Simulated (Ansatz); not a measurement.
BaTiO3, DFT, PBEsol, all-electron LAPW, scalar-relativistic (Ansatz 0.2.0), run on 2 threads of Intel(R) Xeon(R) 6975P-C (Granite Rapids) on a shared host.

The geometry is COD entry 2100858, unchecked; take it as a test cell. The listed cell was then made from it by scaling, straining or moving an atom.

Command: `ansatz run input.yaml --threads 2 --pin off --max-ram 8192MiB --backend cpu --events-out ev --progress --plain --runs-dir out`

```yaml
crystal:
  lattice:
    - [3.9998, 0.019999, 0.019999]
    - [0.019999, 3.9998, 0.019999]
    - [0.02009, 0.02009, 4.018]
  atoms:
    - { symbol: Ba, position: [0.0, 0.0, 0.0] }
    - { symbol: Ti, position: [0.5, 0.5, 0.482] }
    - { symbol: O, position: [0.5, 0.5, 0.016] }
    - { symbol: O, position: [0.5, 0.0, 0.515] }
    - { symbol: O, position: [0.0, 0.5, 0.515] }
kpoints:
  mp_grid: { grid: [7, 7, 7] }
  band_path:
    path:
      - [0.0, 0.0, 0.0]
      - [0.4950862661, -0.4950862661, 0.0]
      - [-0.4950862661, -0.5049137339, 0.0]
      - [-0.5, -0.5, 0.0]
      - [0.0, 0.0, 0.0]
      - [-0.5, -0.5, -0.5]
      - [-0.4901947894, -0.5098052106, -0.5]
      - [0.4901947894, -0.4901947894, -0.5]
      - [0.0, 0.0, -0.5]
    npoints: 5
scf:
  occupations: { method: fermi_dirac, width: 0.08 }
hamiltonian:
  xc: pbesol
  pseudopotentials: { kind: all_electron, lapw: { basis_error: 0.001 } }
output:
  forces: true
  stress: true
  eigenvalues: true
```

**Question.** How large is the problem that the program sets up?

**Answer.** 100 irreducible k-points, 1359 plane waves at Γ, 44 bands.

**Question.** About how long does it take, and how much memory does it use?

**Answer.** 77 s of wall time for 11 SCF iterations, with a peak of 1 GiB. Times on shared machines scatter by tens of per cent.
